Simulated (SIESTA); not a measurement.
# Ta under changes of volume

One of the cells (18.371 Å³/atom); the others are scaled copies at fixed shape and fractional positions:

```
Ta
1.0
    -1.66222    1.66222    1.66222
     1.66222   -1.66222    1.66222
     1.66222    1.66222   -1.66222
Ta
1
Direct
  0.00000 0.00000 0.00000
```

| Quantity | Value |
| --- | --- |
| Program | SIESTA 5.4.2 |
| Functional | PBE |
| Potentials or basis | PseudoDojo 0.4 standard (PBE files) |
| Basis | DZP (energy shift 0.003 Ry; two zetas on semicore shells) |
| Grid cutoff | 800 Ry |
| Energy shift | 0.003 Ry |
| k mesh | 11 × 11 × 11 |
| Occupations | fermi-dirac, width 0.05 eV |
| Spin | no spin polarisation |

```tsv
volume (Å³/atom)	energy over the lowest point (meV/atom)	pressure (GPa)
16.930	72.09	18.8
17.290	36.71	12.9
17.650	?	?
18.371	0.00	-0.9
18.731	7.01	-4.7
19.091	21.79	-8.0
```

Q: What does the run at 17.650 Å³/atom give?

A: Energy over the lowest point 13.86 meV/atom; pressure 7.8 GPa.

Worked out: A Birch-Murnaghan fit of order 3 (a polynomial in V^(-2/3)) to the other rows has its minimum at 18.26 Å³/atom with B0 = V·E''(V) = 206 GPa and B' = 4.8. It gives 13.77 meV/atom at 17.650 Å³/atom, against the run's 13.86, and -dE/dV = 7.6 GPa, against 7.8.

Energies are extrapolated to zero smearing.

Caveats: short orbitals over semicore shells can move pressures by several GPa; the basis of atomic orbitals isn't converged, which shifts pressures, moduli and gaps.
